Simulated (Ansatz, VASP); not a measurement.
## Cross-check of ZnIn26P27 between VASP and Ansatz

Wanted: the spread between two codes on one cell, functional and k mesh. The structure shown is the end of the VASP relaxation below.

Program: Ansatz 0.2.0. Level of theory: plane waves, with VASP 6.6.1 beside it; single point at PBEsol. Results are calculated unless marked as measured.

### Step 1. Starting point

The cell holds 54 atoms: 1 Zn, 26 In and 27 P. Cell: a = 12.581 Å, b = 12.581 Å, c = 12.581 Å, α = 60.0°, β = 60.0°, γ = 60.0°. It derives from InP. Nearest the centre at fractional (0.000, 0.000, 0.000): Zn1 at 0.01 Å, P54 at 2.40 Å, P36 at 2.40 Å, P52 at 2.40 Å, P48 at 2.41 Å, In10 at 4.14 Å, In3 at 4.14 Å, In20 at 4.14 Å. The cell carries charge −1.

### Step 2. VASP: relaxation, PBEsol

This run makes the geometry at which the two programs are then compared.

Lines of VASP's logs that name or quote its potential files are left out, and so is its time.

INCAR

```
SYSTEM = ZnIn26P27
PREC = Normal
ENCUT = 300
EDIFF = 1E-05
NELM = 120
ISMEAR = 0
SIGMA = 0.05
LREAL = Auto
ALGO = Fast
GGA = PS
NELECT = 226
NBANDS = 152
LORBIT = 11
LWAVE = True
LCHARG = .FALSE.
KPAR = 4
NCORE = 2
IBRION = 2
NSW = 50
ISIF = 2
EDIFFG = -0.03
POTIM = 0.4
MAXMIX = 40
ISYM = 0
```

POSCAR

```
ZnIn26P27
1.0
    0.0000000000      8.8963207311      8.8963207311
    8.8963207311      0.0000000000      8.8963207311
    8.8963207311      8.8963207311      0.0000000000
Zn In P
1 26 27
Direct
    0.0013597800      0.9997545100      0.0014108600
    0.0000000000      0.0000000000      0.3333333300
    0.0000000000      0.0000000000      0.6666666700
    0.0000000000      0.3333333300      0.0000000000
    0.0000000000      0.3333333300      0.3333333300
    0.0000000000      0.3333333300      0.6666666700
    0.0000000000      0.6666666700      0.0000000000
    0.0000000000      0.6666666700      0.3333333300
    0.0000000000      0.6666666700      0.6666666700
    0.3333333300      0.0000000000      0.0000000000
    0.3333333300      0.0000000000      0.3333333300
    0.3333333300      0.0000000000      0.6666666700
    0.3333333300      0.3333333300      0.0000000000
    0.3333333300      0.3333333300      0.3333333300
    0.3333333300      0.3333333300      0.6666666700
    0.3333333300      0.6666666700      0.0000000000
    0.3333333300      0.6666666700      0.3333333300
    0.3333333300      0.6666666700      0.6666666700
    0.6666666700      0.0000000000      0.0000000000
    0.6666666700      0.0000000000      0.3333333300
    0.6666666700      0.0000000000      0.6666666700
    0.6666666700      0.3333333300      0.0000000000
    0.6666666700      0.3333333300      0.3333333300
    0.6666666700      0.3333333300      0.6666666700
    0.6666666700      0.6666666700      0.0000000000
    0.6666666700      0.6666666700      0.3333333300
    0.6666666700      0.6666666700      0.6666666700
    0.2500000000      0.2500000000      0.2500000000
    0.2500000000      0.2500000000      0.5833333300
    0.2500000000      0.2500000000      0.9166666700
    0.2500000000      0.5833333300      0.2500000000
    0.2500000000      0.5833333300      0.5833333300
    0.2500000000      0.5833333300      0.9166666700
    0.2500000000      0.9166666700      0.2500000000
    0.2500000000      0.9166666700      0.5833333300
    0.2453245200      0.9162355900      0.9183890500
    0.5833333300      0.2500000000      0.2500000000
    0.5833333300      0.2500000000      0.5833333300
    0.5833333300      0.2500000000      0.9166666700
    0.5833333300      0.5833333300      0.2500000000
    0.5833333300      0.5833333300      0.5833333300
    0.5833333300      0.5833333300      0.9166666700
    0.5833333300      0.9166666700      0.2500000000
    0.5833333300      0.9166666700      0.5833333300
    0.5833333300      0.9166666700      0.9166666700
    0.9166666700      0.2500000000      0.2500000000
    0.9166666700      0.2500000000      0.5833333300
    0.9140295400      0.2524553600      0.9191244500
    0.9166666700      0.5833333300      0.2500000000
    0.9166666700      0.5833333300      0.5833333300
    0.9166666700      0.5833333300      0.9166666700
    0.9202702300      0.9185506500      0.2450794500
    0.9166666700      0.9166666700      0.5833333300
    0.9177870200      0.9147482400      0.9185798100
```

KPOINTS

```
Automatic mesh
0
Gamma
2 2 2
0 0 0
```

The projector-augmented-wave data sets are Zn, In and P (PBE family, release 64).

On the command line:

```sh
$ mpirun -np 8 vasp_std
```

Numbers of over 12 decimals in the logs are rounded to 6 here.

What it wrote:

```text
[banner, memory and clock lines left out]
running    8 mpi-ranks, on    1 nodes
[...]
|                                                                             |
|               ----> ADVICE to this user running VASP <----                  |
|                                                                             |
|     You enforced a specific xc type in the INCAR file but a different       |
|     [... a line on the potential file left out ...]
|     I HOPE YOU KNOW WHAT YOU ARE DOING!                                     |
|                                                                             |

 LDA part: xc-table for (Slater+PW92), standard interpolation
 POSCAR, INCAR and KPOINTS ok, starting setup
[...]
entering main loop
       N       E                     dE             d eps       ncg     rms          rms(c)
DAV:   1     0.727022180222E+03    0.72702E+03   -0.58949E+04  2432   0.774E+02
DAV:   2    -0.168029906419E+03   -0.89505E+03   -0.85515E+03  2904   0.163E+02
[...]
RMM:   8    -0.238433170219E+03    0.28026E+00   -0.16701E+00  2432   0.302E+00    0.298E+00
RMM:   9    -0.238404082410E+03    0.29088E-01   -0.75548E-01  2432   0.169E+00    0.751E-01
[...]
RMM:  14    -0.238394112261E+03   -0.39910E-04   -0.12629E-03  2440   0.646E-02    0.418E-02
RMM:  15    -0.238394100617E+03    0.11644E-04   -0.22012E-04  2442   0.355E-02    0.273E-02
RMM:  16    -0.238394106554E+03   -0.59369E-05   -0.75055E-05  2140   0.166E-02
   1 F= -.23839411E+03 E0= -.23839411E+03  d E =-.238394E+03
[... from here on, the cycles between the ionic steps are left out ...]
   2 F= -.23856332E+03 E0= -.23856332E+03  d E =-.169218E+00
   3 F= -.23873328E+03 E0= -.23873328E+03  d E =-.339178E+00
   4 F= -.23873479E+03 E0= -.23873479E+03  d E =-.340684E+00
   5 F= -.23880718E+03 E0= -.23880718E+03  d E =-.723939E-01
   6 F= -.23881456E+03 E0= -.23881456E+03  d E =-.797719E-01
   7 F= -.23881978E+03 E0= -.23881978E+03  d E =-.522198E-02
   8 F= -.23882018E+03 E0= -.23882018E+03  d E =-.561368E-02
   9 F= -.23882090E+03 E0= -.23882090E+03  d E =-.727063E-03
 trial-energy change:   -0.000727  1 .order   -0.000714   -0.001056   -0.000372
 step:   2.6436(harm=  2.6436)  dis= 0.00493  next Energy=  -238.820992 (dE=-0.815E-03)
 reached required accuracy - stopping structural energy minimisation
 writing wavefunctions
```

OUTCAR, selected parts (step 2):

```text
  Total        2.0975318      2.0925066      2.0946147      0.0014999      0.0013727     -0.0094818
  in kB        2.3864803      2.3807628      2.3831613      0.0017066      0.0015618     -0.0107880
  external PRESSURE =       2.3834681 kB  Pullay stress =       0.0000000 kB

 POSITION                                       TOTAL-FORCE (eV/Angst)
 -----------------------------------------------------------------------------------
      8.90262     17.79013      8.90160        -0.007511     -0.001773     -0.007039
     11.82570     11.82703     17.76286        -0.000146     -0.003843      0.002877
     14.86662     14.86729     17.75741        -0.000202      0.000618      0.007281
     11.82775     17.76188     11.82663        -0.000912      0.002551     -0.004697
      5.93675     11.86163     11.85824         0.003226     -0.002700     -0.001583
      8.93225     14.86482     11.82385        -0.004981     -0.000739      0.000148
     14.86541     17.76240     14.86470        -0.000065      0.002991      0.000608
      8.92898     11.82355     14.86731        -0.001124     -0.001556      0.002272
     11.86771     14.82035     14.82153         0.006008     -0.004598     -0.004462
     17.75799     11.82225     11.82159         0.006701      0.000797      0.000721
     11.85848      5.93517     11.85976        -0.004047      0.005310     -0.002210
     14.86359      8.92873     11.82411         0.003308     -0.003122     -0.001911
     11.85636     11.85944      5.93282        -0.005985     -0.001625      0.004207
      5.93530      5.93529      5.93152         0.001014      0.002023      0.002874
[...]
-----------------------------------------------------------------------------------
    total drift:                               -0.019762      0.009443     -0.019437

  FREE ENERGIE OF THE ION-ELECTRON SYSTEM (eV)
  ---------------------------------------------------
  free  energy   TOTEN  =      -238.8209036367 eV

  energy  without entropy=     -238.8209036367  energy(sigma->0) =     -238.82090364

 reached required accuracy - stopping structural energy minimisation

[... 2 further parts left out ...]
```

The cell is charged against a uniform background.

(Continued in part 2 of 2.)

[Lines on the potential files, build, host, timing and source positions are cut from VASP's logs without a mark.]

[Logs are printed without paths, hosts, clocks, repeated set-up lines and the standing remarks that a program may print on its own settings, such as how far it seeks lower states.]

[Hosts, paths, dates, database ids (printed as entryN), source tags and the programs' standing remarks are cut or masked in the printed files.]
